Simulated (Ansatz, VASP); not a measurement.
Given: the input of a run of Ansatz 0.2.0 on C. 

The input input.yaml:

```yaml
crystal:
  lattice:
    - [0.0, 1.78337, 1.78337]
    - [1.78337, 0.0, 1.78337]
    - [1.78337, 1.78337, 0.0]
  atoms:
    - { symbol: C, position: [0.75, 0.75, 0.75] }
    - { symbol: C, position: [0.5, 0.5, 0.5] }
kpoints:
  mp_grid: { grid: [13, 13, 13] }
scf:
  occupations: { method: fermi_dirac, width: 0.05 }
hamiltonian:
  xc: rpbe
  dispersion: d3bj
  pseudopotentials: { kind: all_electron, lapw: { basis_error: 0.001 } }
output:
  forces: true
  stress: true
relax:
  f_tol: 0.02
  max_steps: 60
  cell: {}
```

Potentials or basis: all-electron LAPW, scalar-relativistic.

Launch:

```console
$ ansatz run input.yaml --threads 1 --pin off --max-ram 3072MiB --backend cpu --events-out ev --progress --plain --runs-dir out
```

Set up the same calculation for VASP 6.6.1. Potentials or basis there: PBE PAW files C, 600 eV.

As run (cutoffs and basis follow the program's own potentials, and thresholds, step limits or extra output files can differ):

The input INCAR:

```
SYSTEM = C
  PREC = Accurate
  ENCUT = 600
  EDIFF = 1E-6
  ISMEAR = -1
  SIGMA = 0.05
  LREAL = .False.
  LASPH = .True.
  NELM = 60
  ALGO = Normal
  ISIF = 3
  LWAVE = .False.
  LCHARG = .False.
  GGA = RP
  IVDW = 12
  IBRION = 2
  NSW = 40
  EDIFFG = -0.01
```

File KPOINTS:

```
Automatic mesh
0
Gamma
  13 13 13
  0 0 0
```

The input POSCAR:

```
C
1.0
    0.0000000000      1.7833700000      1.7833700000
    1.7833700000      0.0000000000      1.7833700000
    1.7833700000      1.7833700000      0.0000000000
C
2
Direct
    0.7500000000      0.7500000000      0.7500000000
    0.5000000000      0.5000000000      0.5000000000
```

Potentials or basis: VASP PAW PBE potentials, release 64 (C).

Command:

```bash
$ cat potpaw_PBE.64/C/POTCAR > POTCAR
$ mpirun -np 1 vasp_std > vasp.out
```

Both were run:

|  | Ansatz | VASP |
| --- | --- | --- |
| Relaxed volume | 5.53 Å³/atom | 5.53 Å³/atom |
| Relaxed cell | a = 2.501 Å, b = 2.501 Å, c = 2.501 Å, α = 60.00°, β = 60.00°, γ = 60.00° | a = 2.501 Å, b = 2.501 Å, c = 2.501 Å, α = 60.00°, β = 60.00°, γ = 60.00° |
| Space group after relaxing | Fd-3m (No. 227) | Fd-3m (No. 227) |
| Pressure after relaxing | 0.0 GPa | -0.1 GPa |

VASP's potentials were made for PBE.

Where Ansatz's input types no cutoff or centring, it takes its own default and a Γ-centred mesh.

Pressure is positive in compression.
